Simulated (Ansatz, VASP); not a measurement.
## GaAs in VASP and in Ansatz

```
Ga As
1.0
     0.00000    2.80157    2.80157
     2.80157    0.00000    2.80157
     2.80157    2.80157    0.00000
Ga As
1 1
Cartesian
  0.0000 0.0000 0.0000
  4.2024 4.2024 4.2024
```

Alike in both runs: functional LDA; k mesh 10 × 10 × 10; occupations gaussian, width 0.02 eV; no spin polarisation.

Ansatz relaxed the structure, and its values are those at the end. VASP's run is a single point on that final structure, the one shown.

|  | VASP | Ansatz |
| --- | --- | --- |
| version | VASP 6.6.1 | Ansatz 0.2.0 |
| potentials or method | VASP PAW LDA potentials, release 64 (Ga_d, As) | scalar-relativistic, plane waves, PAW |
| plane-wave cutoff (eV) | 520 | 420 |
| valence electrons in the cell | 18 | 28 |

Ansatz gave:

| Quantity | Value |
| --- | --- |
| gap on the k mesh at the Fermi level (eV) | 0.49 |
| least direct gap on the mesh (eV) | 0.49 |
| pressure (GPa) | 0.0 |

Question: What did VASP give for the same quantities?

Answer: gap on the k mesh at the Fermi level (eV): 0.54; least direct gap on the mesh (eV): 0.54; pressure (GPa): 0.3.

The two sets of potentials don't hold the same shells in valence. Ansatz warned: «pseudo_functional_mismatch».

A k mesh can miss the band edges.
